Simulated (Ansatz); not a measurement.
Crystal: Mn3Si.

```xyz
4
Lattice="0.0000 2.8610 2.8610 2.8610 0.0000 2.8610 2.8610 2.8610 0.0000" Properties=species:S:1:pos:R:3 pbc="T T T"
Mn    4.2915    4.2915    4.2915
Mn    1.4305    1.4305    1.4305
Mn    2.8610    2.8610    2.8610
Si    0.0000    0.0000    0.0000
```

Base run:

| Item | Value |
| --- | --- |
| Program | Ansatz 0.2.0 |
| Functional | PBEsol |
| Potentials or basis | Ansatz PAW |
| Cutoff | 420 eV (not typed: the program's choice for these potentials) |
| k mesh | 8 × 8 × 8 |
| Occupations | fermi-dirac, width 0.05 eV |
| Spin | collinear spin, ferromagnetic start |
| Starting moments | [5.5, 5.5, 5.5, 0.0] μB |

Its results: band gap on the k mesh none (metal or under the smearing width); pressure -15.9 GPa.

Q: After a change of settings the same cell gave: band gap on the k mesh none (metal or under the smearing width); pressure -25.0 GPa. Which change was it?
A. spin from collinear spin, ferromagnetic start to no spin polarisation
B. moments at the start from [5.5, 5.5, 5.5, 0.0] to [4.0, 4.0, 4.0, 0.0]
C. spin from collinear spin, ferromagnetic start to collinear spin, antiferromagnetic start; moments at the start from [5.5, 5.5, 5.5, 0.0] to [4.0, -4.0, 4.0, 0.0]
D. spin from collinear spin, ferromagnetic start to collinear spin, random start; moments at the start from [5.5, 5.5, 5.5, 0.0] to [-0.91, 0.04, 0.19, 0.0]

A: A.

Caveats: the PAW data sets come from PBE, with cores solved anew for the run's functional, which leaves a small shift of forces and pressure; the starting moments weren't kept (some runs).
